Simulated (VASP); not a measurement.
Write the native input for VASP 6.6.1 that does the following.

```yaml
Task: single point
Functional: HSE06
Potentials_or_basis: VASP PAW PBE potentials, release 64 (La, O)
Cutoff: 520 eV
k_mesh: 4 × 4 × 3
Occupations: gaussian, width 0.05 eV
Spin: no spin polarisation
Grid_for_exact_exchange_PRECFOCK: Fast
Screening_parameter: 0.2 1/A
Further_INCAR_settings: ALGO = Normal; EDIFF = 1e-06; NBANDS = 28
```

Crystal: La2O3.

```
La O
1.0
     3.93800    0.00000    0.00000
    -1.96900    3.41041    0.00000
     0.00000    0.00000    6.13600
La O
2 3
Direct
  0.33333 0.66667 0.24540
  0.66667 0.33333 0.75460
  0.33333 0.66667 0.64710
  0.66667 0.33333 0.35290
  0.00000 0.00000 0.00000
```

The cell was built by a generator and needn't be a form met in nature.

The input as run:

POSCAR

```
La2O3
1.0
    3.9380000000      0.0000000000      0.0000000000
   -1.9690000000      3.4104080401      0.0000000000
    0.0000000000      0.0000000000      6.1360000000
La O
2 3
Direct
    0.3333333333      0.6666666667      0.2454000000
    0.6666666667      0.3333333333      0.7546000000
    0.3333333333      0.6666666667      0.6471000000
    0.6666666667      0.3333333333      0.3529000000
    0.0000000000      0.0000000000      0.0000000000
```

INCAR.step1

```
SYSTEM = La2O3
ALGO     = Normal         ! electronic algorithm
EDIFF    = 1E-5           ! SCF threshold, eV
ENCUT    = 520            ! plane-wave cutoff, eV
GGA      = PE             ! functional
ISIF     = 2              ! what is computed and relaxed
ISMEAR   = 0              ! smearing method
LASPH    = .TRUE.         ! aspherical terms in the spheres
LREAL    = .FALSE.        ! projectors in reciprocal space
LWAVE    = .TRUE.         ! write WAVECAR
NBANDS   = 28             ! bands
NELM     = 80             ! most SCF steps
PREC     = Accurate       ! precision mode
SIGMA    = 0.05           ! smearing width, eV
```

INCAR.step2

```
SYSTEM = La2O3
ALGO     = Normal         ! electronic algorithm
EDIFF    = 1E-6           ! SCF threshold, eV
ENCUT    = 520            ! plane-wave cutoff, eV
GGA      = PE             ! functional
HFSCREEN = 0.2            ! screening, 1/A
ISIF     = 2              ! what is computed and relaxed
ISMEAR   = 0              ! smearing method
ISTART   = 1            
LASPH    = .TRUE.         ! aspherical terms in the spheres
LCHARG   = .TRUE.         ! write CHGCAR
LELF     = .TRUE.         ! ELF
LHFCALC  = .TRUE.         ! exact exchange
LREAL    = .FALSE.        ! projectors in reciprocal space
LVHAR    = .TRUE.       
LWAVE    = .FALSE.        ! write WAVECAR
NBANDS   = 28             ! bands
NELM     = 80             ! most SCF steps
PREC     = Accurate       ! precision mode
PRECFOCK = Fast         
SIGMA    = 0.05           ! smearing width, eV
```

KPOINTS

```
k-points
0
G
  4 4 3
  0 0 0
```

Potentials or basis: VASP PAW PBE potentials, release 64 (La, O).

Run with:

```bash
$ cat potpaw_PBE.64/La/POTCAR potpaw_PBE.64/O/POTCAR > POTCAR
$ cp INCAR.step1 INCAR
$ mpirun -np 1 vasp_std > vasp.out
$ cp INCAR.step2 INCAR
$ mpirun -np 1 vasp_std > vasp.out
```

It gave:

| Quantity | Value |
| --- | --- |
| Pressure | -1.9 GPa |
| Largest force | 0.285 eV/Å |
| Band gap on the k mesh | 5.49 eV, indirect (least direct gap 5.72 eV) |

Caveat: the k mesh is coarse (spacing up to 0.46 Å⁻¹), so the values aren't converged, least of all with exact exchange; the PAW data sets were made with another functional, which shifts forces and pressure a little; spin-orbit coupling is left out, which moves the levels of the heavy elements; an odd mesh through Γ misses points on the zone boundary, where band edges often lie.

Wall time 11 min on 1 thread of Intel(R) Xeon(R) Platinum 8488C (Sapphire Rapids) (shared host), peak memory 0.32 GiB.
